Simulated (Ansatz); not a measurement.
A run of Ansatz 0.2.0:

File input.yaml:

```yaml
crystal:
  lattice:
    - [3.18, 0.0, 0.0]
    - [-1.59, 2.753960784, 0.0]
    - [0.0, 0.0, 12.5]
  atoms:
    - { symbol: W, position: [0.6666666667, 0.3333333333, 0.75] }
    - { symbol: W, position: [0.3333333333, 0.6666666667, 0.25] }
    - { symbol: S, position: [0.6666666667, 0.3333333333, 0.375] }
    - { symbol: S, position: [0.3333333333, 0.6666666667, 0.875] }
    - { symbol: S, position: [0.6666666667, 0.3333333333, 0.125] }
    - { symbol: S, position: [0.3333333333, 0.6666666667, 0.625] }
hamiltonian:
  xc: revpbe
  pseudopotentials: { kind: paw }
kpoints:
  mp_grid: { grid: [10, 10, 3] }
  band_path:
    path:
      - [[0.0, 0.0, 0.0], [0.5, 0.0, 0.0], [0.3333333333, 0.3333333333, 0.0], [0.0, 0.0, 0.0], [0.0, 0.0, 0.5], [0.5, 0.0, 0.5], [0.3333333333, 0.3333333333, 0.5], [0.0, 0.0, 0.5]]
      - [[0.5, 0.0, 0.5], [0.5, 0.0, 0.0]]
      - [[0.3333333333, 0.3333333333, 0.0], [0.3333333333, 0.3333333333, 0.5]]
    npoints: 14
scf:
  occupations: { method: fermi_dirac, width: 0.05 }
  n_extra_bands: 15
output:
  forces: true
  stress: true
  eigenvalues: true
  fatbands: true
```

Potentials or basis: Ansatz PAW.

Command:

```console
$ ansatz run input.yaml --threads 2 --pin off --max-ram 5632MiB --backend cpu --events-out ev --progress --plain --runs-dir out
```

Hardware: 2 threads of Intel(R) Xeon(R) Processor @ 2.50GHz (Skylake/Cascade Lake) (shared host).

**Question.** Estimate the wall time of this run.

**Answer.** Run time: 34 s on 2 threads of Intel(R) Xeon(R) Processor @ 2.50GHz (Skylake/Cascade Lake), with other jobs on the host, peak memory 0.55 GiB. Counts: scf iterations 7, plane waves 2129, k points 28, bands 41.
